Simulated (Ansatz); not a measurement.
# Al2O3: gradients and densities at the nuclei, part 2 of 3

Aim: the electric field gradients, contact densities and, where there is spin, contact fields at the nuclei of Al2O3, and how far they depend on positions and on the level of theory. The cell is a computed entry of the Materials Project. Planned: a single point, then r2SCAN, then a check of grid.

Ansatz 0.2.0; DFT, PBE, plane-wave PAW, default files, scalar-relativistic, as far as a step names no other. Earlier steps stand in the parts before.

### Step 3. Functional r2SCAN

Input file input.yaml:

```yaml
crystal:
  lattice:
    - [7.089941, 0.0, 0.0]
    - [0.0, 4.846933, 0.0]
    - [0.0, 0.0, 4.985404]
  atoms:
    - { symbol: Al, position: [0.390395, 0.252152, 0.030514] }
    - { symbol: Al, position: [0.609605, 0.252152, 0.469486] }
    - { symbol: Al, position: [0.109605, 0.247848, 0.530514] }
    - { symbol: Al, position: [0.890395, 0.247848, 0.969486] }
    - { symbol: Al, position: [0.609605, 0.747848, 0.969486] }
    - { symbol: Al, position: [0.390395, 0.747848, 0.530514] }
    - { symbol: Al, position: [0.890395, 0.752152, 0.469486] }
    - { symbol: Al, position: [0.109605, 0.752152, 0.030514] }
    - { symbol: O, position: [0.654002, 0.107021, 0.101976] }
    - { symbol: O, position: [0.345998, 0.107021, 0.398024] }
    - { symbol: O, position: [0.845998, 0.392979, 0.601976] }
    - { symbol: O, position: [0.154002, 0.392979, 0.898024] }
    - { symbol: O, position: [0.345998, 0.892979, 0.898024] }
    - { symbol: O, position: [0.654002, 0.892979, 0.601976] }
    - { symbol: O, position: [0.154002, 0.607021, 0.398024] }
    - { symbol: O, position: [0.845998, 0.607021, 0.101976] }
    - { symbol: O, position: [0.0, 0.049404, 0.25] }
    - { symbol: O, position: [0.5, 0.450596, 0.75] }
    - { symbol: O, position: [0.0, 0.950596, 0.75] }
    - { symbol: O, position: [0.5, 0.549404, 0.25] }
kpoints:
  mp_grid: { grid: [3, 5, 5] }
scf:
  occupations: { method: fermi_dirac, width: 0.02 }
hamiltonian:
  xc: r2scan
  pseudopotentials: { kind: paw }
output:
  forces: true
  stress: true
  populations: true
  efg:
    quadrupole_moments_barn: { Al: 0.1466, O: -0.02558 }
    contact_densities: true
```

Started as:

```console
ansatz run input.yaml --threads 1 --pin off --max-ram 2560MiB --backend cpu --events-out ev --progress --plain --runs-dir out
```

The program printed:

```text
Warning: RAYON_NUM_THREADS=1 ignored (pool sized by the plan → 1); use --threads N
Engine: ansatz 0.2.0, x86_64-unknown-linux-gnu
Pseudopotentials: kind: paw
Pseudopotential: Al, paw, valence charge 3, recommended cutoff 500 eV (meta_gga), Al.paw.azcp
Pseudopotential: O, paw, valence charge 6, recommended cutoff 500 eV (meta_gga), O.paw.azcp
Functional definition: r2SCAN
  parameter k0 = 0.174
  parameter k1 = 0.065
  parameter a1 = 4.9479
  exchange = r2scan_x(k0 = k0, k1 = k1, a1 = a1)
  correlation = r2scan_c
Crystal: 20 atoms, lattice volume = 171.321 Å³
Basis set: ecut = 500 eV, 4343 PW (Γ), exchange–correlation on 216×144×160 points (64 copies of the dense FFT grid, shifted against one another)
Bands: 68, of which v1, the nominal top of the filled ones, is band 48 counted from 1 (47 counted from 0)
Symmetry: 8 space group operations
Space group: Pbcn (ITA 60), of the structure as read, at distance tolerance 5.6e-5 Å
k-points: 18 of 75
Non-local potential: Al, projectors of the file, l = 0: 2, l = 1: 2, l = 2: 1
Non-local potential: O, projectors of the file, l = 0: 2, l = 1: 2, l = 2: 1
PAW form: soft (Blöchl's): semilocal exchange-correlation on the pseudo side does not see the compensation charge
PAW frozen core: Al, regenerated for the run's functional (the file was generated under x = pbe(κ = 0.804, μ = 0.2195149727645171), c = pbe(β = 0.06672455060314922))
PAW frozen core: O, regenerated for the run's functional (the file was generated under x = pbe(κ = 0.804, μ = 0.2195149727645171), c = pbe(β = 0.06672455060314922))
PAW one-centre angular grid: Al, 302 points (default); XC on 160 Gauss nodes
PAW one-centre angular grid: O, 302 points (default); XC on 160 Gauss nodes
Initial density: superposition of atomic densities (neutral atoms: chi_scale 0, normalization atom), corrected by the library's trained network
Initial wavefunctions: pseudopotential atomic-orbital guess
Functional: x = r2scan, c = r2scan; τ floored in thin density (d = 2e-4 eV/Å³)
SCF iter   1: F=—  HF=-11178.116618 eV  |F-HF|=—  |Δ(HF+E_count)|=         —  Δρ=8.62e-3  dr2=1.25e-1  dr2_τ=1.15e0  ethr=1.77e-3  ⟨swp⟩=6.6  Hψ=5693  notcnv=0  defer=98
preconditioner: auto → Resta (q_TF=auto, 2.477 Å⁻¹)  ε∞=3.3  [insulator: Δε(μ)=6.145 eV  Ē_g=18.244 eV  σ=0.020 eV  W_gap=1.00  n_scr=36 (ndim 8)  ℏωp=27.8 eV  f_vac=0.000  D(μ)=0.00/eV (n_scr^D=0)  ε∞_Penn≈3.3]
SCF iter   2: F=—  HF=-11179.128651 eV  |F-HF|=—  |Δ(HF+E_count)|=    1.01e0  Δρ=5.99e-3  dr2=4.74e-2  dr2_τ=2.29e-3  ethr=1.30e-4  ⟨swp⟩=3.1  Hψ=2497  notcnv=0  defer=255
SCF iter   3: F=—  HF=-11179.122563 eV  |F-HF|=—  |Δ(HF+E_count)|=   6.09e-3  Δρ=2.01e-3  dr2=4.98e-3  dr2_τ=4.68e-4  ethr=4.93e-5  ⟨swp⟩=2.9  Hψ=1915  notcnv=0  defer=255
SCF iter   4: F=—  HF=-11179.121937 eV  |F-HF|=—  |Δ(HF+E_count)|=   6.26e-4  Δρ=8.72e-4  dr2=1.09e-3  dr2_τ=1.57e-4  ethr=5.18e-6  ⟨swp⟩=2.0  Hψ=1935  notcnv=0  defer=255
SCF iter   5: F=—  HF=-11179.121708 eV  |F-HF|=—  |Δ(HF+E_count)|=   2.29e-4  Δρ=3.64e-4  dr2=2.27e-4  dr2_τ=4.59e-6  ethr=1.13e-6  ⟨swp⟩=2.5  Hψ=1692  notcnv=0  defer=255
SCF iter   6: F=—  HF=-11179.121656 eV  |F-HF|=—  |Δ(HF+E_count)|=   5.16e-5  Δρ=5.75e-5  dr2=3.68e-6  dr2_τ=6.18e-7  ethr=2.36e-7  ⟨swp⟩=2.1  Hψ=1720  notcnv=0  defer=255
SCF iter   7: F=—  HF=-11179.121727 eV  |F-HF|=—  |Δ(HF+E_count)|=   7.06e-5  Δρ=1.03e-5  dr2=1.57e-7  dr2_τ=7.71e-9  ethr=3.83e-9  ⟨swp⟩=2.1  Hψ=1752  notcnv=0  defer=255
SCF iter   8: F=-11179.121727 eV  HF=-11179.121727 eV  |F-HF|=4.95e-9  |Δ(HF+E_count)|=   3.63e-8  Δρ=2.39e-6  dr2=8.13e-9  dr2_τ=7.53e-10  ethr=1.04e-10  ⟨swp⟩=14.3  Hψ=7141  notcnv=0
SCF 1 converged in 8 iterations: F = -11179.121727 eV  dr2 = 8.13e-9
SCF converged after 8 iterations
Free energy (F): -11179.121727 eV
Harris-Foulkes:  -11179.121727 eV  (|F-HF|=4.95e-9)
Internal energy: -11179.121727 eV  (E = F + TS)
E sigma→0 (E₀):  -11179.121727 eV
Fermi energy:    10.639239 eV
--- Per-component energies (eV) ---
  E_band       = 88.406320
  E_kinetic    = 2372.308972
  E_local      = -3916.696240  (includes V_loc(G=0)·N_el)
  E_nonlocal   = 633.710638
  E_hartree    = 1467.991491
  E_xc         = -1199.287044
  E_vxc        = -1553.313394  (∫ρ·V_xc dr)
  E_paw        = -5709.935435  (= ΣΔE_a)
  E_vpaw       = -477.809081  (= ΣTr[D̂ρ^β])
  E_aug_tail   = 0.012507  (compensation charges beyond the density's cutoff)
  E_vtau       = 94.203620  (kinetic-family band-sum trace: ∫τ·v_τ [+ j·A + Jᵃ·Aᵃ] dr)
  E_ewald      = -4826.362459
  E_core_change = -0.864155  (= ΣΔE_core)
  E_smearing   = -0.000000  (= −TS)
  E_closure    = -0.000000  (closes the sum)
  Σ components = -11179.121727   (vs F -11179.121727, Δ=0.00e0)
--- Forces (eV/Å), atoms counted from 1 ---
  atom   1  Al     0.08710832     0.00801041    -0.02958115
  atom   2  Al    -0.08710832     0.00801041     0.02958115
  atom   3  Al    -0.08710832    -0.00801041    -0.02958115
  atom   4  Al     0.08710832    -0.00801041     0.02958115
  atom   5  Al    -0.08710832    -0.00801041     0.02958115
  atom   6  Al     0.08710832    -0.00801041    -0.02958115
  atom   7  Al     0.08710832     0.00801041     0.02958115
  atom   8  Al    -0.08710832     0.00801041    -0.02958115
  atom   9  O     -0.01653592    -0.02322328    -0.01653997
  atom  10  O      0.01653592    -0.02322328     0.01653997
  atom  11  O      0.01653592     0.02322328    -0.01653997
  atom  12  O     -0.01653592     0.02322328     0.01653997
  atom  13  O      0.01653592     0.02322328     0.01653997
  atom  14  O     -0.01653592     0.02322328    -0.01653997
  atom  15  O     -0.01653592    -0.02322328     0.01653997
  atom  16  O      0.01653592    -0.02322328    -0.01653997
  atom  17  O      0.00000000     0.00036953     0.00000000
  atom  18  O     -0.00000000    -0.00036953    -0.00000000
  atom  19  O      0.00000000    -0.00036953    -0.00000000
  atom  20  O     -0.00000000     0.00036953     0.00000000
  max |Σ_I F_I| component: 2.34e-17 eV/Å
--- Stress (GPa, compression-positive) ---
       -7.009394       0.000000       0.000000
        0.000000      -7.704854      -0.000000
        0.000000      -0.000000      -7.246573
  P = ⅓ Tr σ = -7.3203 GPa (-73.203 kbar)
--- PAW observables at the nuclei: V_zz in 10²¹ V/m², potentials from the cell's mean, atoms counted from 1 ---
  atom   1  Al V_zz =    +1.264760   η = 0.7007   by run symmetry: allowed   C_q = +4.4833 MHz
            electrostatic potential = -1230.554861 V   contact ρ = 10060.472809 e/Å³
  atom   2  Al V_zz =    +1.264760   η = 0.7007   by run symmetry: allowed   C_q = +4.4833 MHz
            electrostatic potential = -1230.554861 V   contact ρ = 10060.472809 e/Å³
  atom   3  Al V_zz =    +1.264760   η = 0.7007   by run symmetry: allowed   C_q = +4.4833 MHz
            electrostatic potential = -1230.554861 V   contact ρ = 10060.472809 e/Å³
  atom   4  Al V_zz =    +1.264760   η = 0.7007   by run symmetry: allowed   C_q = +4.4833 MHz
            electrostatic potential = -1230.554861 V   contact ρ = 10060.472809 e/Å³
  atom   5  Al V_zz =    +1.264760   η = 0.7007   by run symmetry: allowed   C_q = +4.4833 MHz
            electrostatic potential = -1230.554861 V   contact ρ = 10060.472809 e/Å³
  atom   6  Al V_zz =    +1.264760   η = 0.7007   by run symmetry: allowed   C_q = +4.4833 MHz
            electrostatic potential = -1230.554861 V   contact ρ = 10060.472809 e/Å³
  atom   7  Al V_zz =    +1.264760   η = 0.7007   by run symmetry: allowed   C_q = +4.4833 MHz
            electrostatic potential = -1230.554861 V   contact ρ = 10060.472809 e/Å³
  atom   8  Al V_zz =    +1.264760   η = 0.7007   by run symmetry: allowed   C_q = +4.4833 MHz
            electrostatic potential = -1230.554861 V   contact ρ = 10060.472809 e/Å³
  atom   9  O  V_zz =    -4.028221   η = 0.2144   by run symmetry: allowed   C_q = +2.4915 MHz
            electrostatic potential = -625.495834 V   contact ρ = 2149.692274 e/Å³
  atom  10  O  V_zz =    -4.028221   η = 0.2144   by run symmetry: allowed   C_q = +2.4915 MHz
            electrostatic potential = -625.495834 V   contact ρ = 2149.692274 e/Å³
  atom  11  O  V_zz =    -4.028221   η = 0.2144   by run symmetry: allowed   C_q = +2.4915 MHz
            electrostatic potential = -625.495834 V   contact ρ = 2149.692274 e/Å³
  atom  12  O  V_zz =    -4.028221   η = 0.2144   by run symmetry: allowed   C_q = +2.4915 MHz
            electrostatic potential = -625.495834 V   contact ρ = 2149.692274 e/Å³
  atom  13  O  V_zz =    -4.028221   η = 0.2144   by run symmetry: allowed   C_q = +2.4915 MHz
            electrostatic potential = -625.495834 V   contact ρ = 2149.692274 e/Å³
  atom  14  O  V_zz =    -4.028221   η = 0.2144   by run symmetry: allowed   C_q = +2.4915 MHz
            electrostatic potential = -625.495834 V   contact ρ = 2149.692274 e/Å³
  atom  15  O  V_zz =    -4.028221   η = 0.2144   by run symmetry: allowed   C_q = +2.4915 MHz
            electrostatic potential = -625.495834 V   contact ρ = 2149.692274 e/Å³
  atom  16  O  V_zz =    -4.028221   η = 0.2144   by run symmetry: allowed   C_q = +2.4915 MHz
            electrostatic potential = -625.495834 V   contact ρ = 2149.692274 e/Å³
  atom  17  O  V_zz =    -2.986307   η = 0.3223   by run symmetry: allowed   C_q = +1.8471 MHz
            electrostatic potential = -625.768482 V   contact ρ = 2149.464197 e/Å³
  atom  18  O  V_zz =    -2.986307   η = 0.3223   by run symmetry: allowed   C_q = +1.8471 MHz
            electrostatic potential = -625.768482 V   contact ρ = 2149.464197 e/Å³
  atom  19  O  V_zz =    -2.986307   η = 0.3223   by run symmetry: allowed   C_q = +1.8471 MHz
            electrostatic potential = -625.768482 V   contact ρ = 2149.464197 e/Å³
  atom  20  O  V_zz =    -2.986307   η = 0.3223   by run symmetry: allowed   C_q = +1.8471 MHz
            electrostatic potential = -625.768482 V   contact ρ = 2149.464197 e/Å³
--- Band table (eV; the first three rows and the last of 18) ---
  k-point 0: bands = ["-12.6110", "-11.5269", "-10.8079", "-10.5801", "-10.5196", "-10.3185", "-10.0756", "-9.9401", "-9.9312", "-9.8807", "-9.8424", "-9.5616", "1.2869", "1.3100", "1.3584", "1.3796", "2.2910", "2.4658", "2.5017", "2.6010", "2.7856", "2.8011", "3.0680", "3.2408", "3.3902", "3.5038", "4.3067", "4.8323", "4.8925", "5.2402", "5.2863", "5.4965", "5.5835", "5.6329", "5.9651", "6.0434", "6.3883", "6.4295", "6.7147", "6.7331", "6.7375", "6.9284", "6.9519", "6.9840", "6.9881", "7.3619", "7.3771", "7.5368", "13.7342", "16.7752", "17.0080", "17.4439", "18.1368", "18.1449", "18.4716", "19.0419", "19.0701", "19.2434", "19.6283", "19.6772", "19.7434", "20.6629", "20.7178", "20.7276", "20.7901", "20.9531", "21.3554", "21.5241"]
  k-point 1: bands = ["-12.4801", "-11.4148", "-10.9604", "-10.7359", "-10.4650", "-10.2273", "-10.2164", "-10.0197", "-9.9881", "-9.8558", "-9.7454", "-9.5978", "1.2402", "1.3113", "1.6384", "1.8474", "1.9551", "2.4319", "2.5390", "2.6465", "2.7619", "2.8543", "3.1500", "3.2670", "3.7185", "3.8410", "4.3339", "4.5921", "4.9146", "5.1549", "5.4357", "5.4722", "5.5713", "5.6379", "5.6666", "6.0371", "6.2124", "6.3449", "6.4411", "6.4743", "6.6805", "6.7810", "6.9613", "6.9893", "7.1291", "7.1952", "7.3429", "7.4751", "14.3344", "17.0046", "17.2168", "17.2586", "17.6861", "18.2089", "18.4979", "18.5763", "19.1082", "19.4858", "19.5872", "19.5918", "19.9946", "20.3377", "20.3773", "20.6785", "20.9897", "21.1820", "21.2334", "21.6647"]
  k-point 2: bands = ["-12.1074", "-11.5587", "-11.1017", "-10.6609", "-10.5476", "-10.3291", "-10.3200", "-10.1373", "-9.8756", "-9.7957", "-9.7401", "-9.7099", "1.2110", "1.4707", "1.5942", "2.0979", "2.2050", "2.5039", "2.7576", "2.7801", "2.9175", "3.0652", "3.2765", "3.8033", "3.9138", "4.3365", "4.3567", "4.4132", "4.5997", "4.6775", "4.9862", "4.9984", "5.3853", "5.6248", "5.9278", "5.9611", "6.0869", "6.1356", "6.1466", "6.3878", "6.4200", "6.4592", "6.8398", "6.9712", "7.2163", "7.2548", "7.3659", "7.4307", "15.6288", "16.8872", "16.9898", "17.3025", "17.4990", "17.5662", "18.7557", "18.7740", "19.0705", "19.2644", "19.7903", "19.8986", "20.1777", "20.2062", "20.2119", "20.6395", "20.6996", "20.8238", "21.3477", "21.3759"]
  k-point 17: bands = ["-11.5030", "-11.1821", "-11.0770", "-11.0148", "-10.6789", "-10.6295", "-10.5520", "-10.3787", "-9.8792", "-9.8205", "-9.7674", "-9.6865", "1.5026", "1.5523", "1.6995", "1.7990", "2.4318", "2.5133", "2.6604", "2.9098", "3.2464", "3.3560", "3.6266", "3.7061", "3.8428", "3.9826", "4.3156", "4.3312", "4.8922", "4.9850", "5.0670", "5.2701", "5.5859", "5.6465", "5.8323", "5.8700", "5.9283", "6.1048", "6.1290", "6.3354", "6.4904", "6.5741", "6.7071", "6.7924", "6.8919", "7.0950", "7.1576", "7.2308", "16.8779", "17.0744", "17.2318", "17.3160", "17.5215", "17.6134", "18.0820", "18.2150", "18.5623", "18.6356", "18.8383", "18.8924", "19.4946", "19.7051", "20.1078", "20.1910", "21.2987", "21.5263", "21.6827", "21.8901"]
--- Löwdin populations: 20 sites ---
  site symbol       q [e]
     0     Al      1.6667
     1     Al      1.6667
     2     Al      1.6667
     3     Al      1.6667
     4     Al      1.6667
     5     Al      1.6667
     6     Al      1.6667
     7     Al      1.6667
     8      O      6.8196
     9      O      6.8196
    10      O      6.8196
    11      O      6.8196
    12      O      6.8196
    13      O      6.8196
    14      O      6.8196
    15      O      6.8196
    16      O      6.8353
    17      O      6.8353
    18      O      6.8353
    19      O      6.8353
  spilling = 0.008007 (of n_electrons = 96.000000)
```

Wall time 18 s (1 thread of an x86-64 CPU, shared host); peak memory 0.94 GiB.

State: gap on the mesh 6.20 eV, largest force 0.092 eV/Å, pressure -7.3 GPa.

Beside the values of step 2 (V_zz in 10²¹ V/m²):

```csv
site,atoms,"V_zz, PBE","V_zz, r2SCAN","η, PBE","η, r2SCAN"
Al,"1, 2, 3, …",1.29,1.26,0.68,0.70
O9,"9, 10, 11, …",-3.93,-4.03,0.22,0.21
O17,"17, 18, 19, …",-2.93,-2.99,0.30,0.32
```

The sizes of the gradients above 0.15 moved by 1.9 % in the median, 2.4 % at the site that moves most (small gradients counted from 0.15; O9, -3.93 to -4.03). The cutoff follows the datasets, from 420 to 500 eV.

(Part 2 of 3 ends here.)
